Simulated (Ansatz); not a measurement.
CdGeAs2 and the effect of the functional

```yaml
crystal:
  lattice:
    - [-2.98887, 2.98887, 5.66430]
    - [2.98887, -2.98887, 5.66430]
    - [2.98887, 2.98887, -5.66430]
  atoms:
    - { symbol: Cd, position: [0.50000, 0.50000, 0.00000] }
    - { symbol: Cd, position: [0.25000, 0.75000, 0.50000] }
    - { symbol: As, position: [0.09622, 0.12500, 0.47122] }
    - { symbol: As, position: [0.37500, 0.90378, 0.02878] }
    - { symbol: As, position: [0.65378, 0.62500, 0.52878] }
    - { symbol: As, position: [0.87500, 0.34622, 0.97122] }
    - { symbol: Ge, position: [0.75000, 0.25000, 0.50000] }
    - { symbol: Ge, position: [0.00000, 0.00000, 0.00000] }
```

The cell is a database's computed one, not the measured one.

Kept alike: task band structure; k mesh 6 × 6 × 6; occupations fermi-dirac, width 0.05 eV; no spin polarisation. Program: Ansatz, Ansatz PAW. Cutoffs run from 420 to 500 eV. The mesh is that of the run's cell of 8 atoms. No spin-orbit coupling.

```csv
functional,pressure (GPa)
LDA,-2.57
PBE,2.18
PBEsol,-0.74
r2SCAN,-0.08
```

Pressure is positive in compression, with a Pulay correction for the finite cutoff. All rows use potentials made for PBE.

Task: What does the functional change here?

Result: The pressure runs from -2.57 (LDA) to 2.18 GPa (PBE). From PBE: LDA -4.75; PBEsol -2.92; r2SCAN -2.26. A positive pressure means that the functional's own cell is larger than the one given, a negative one that it is smaller.
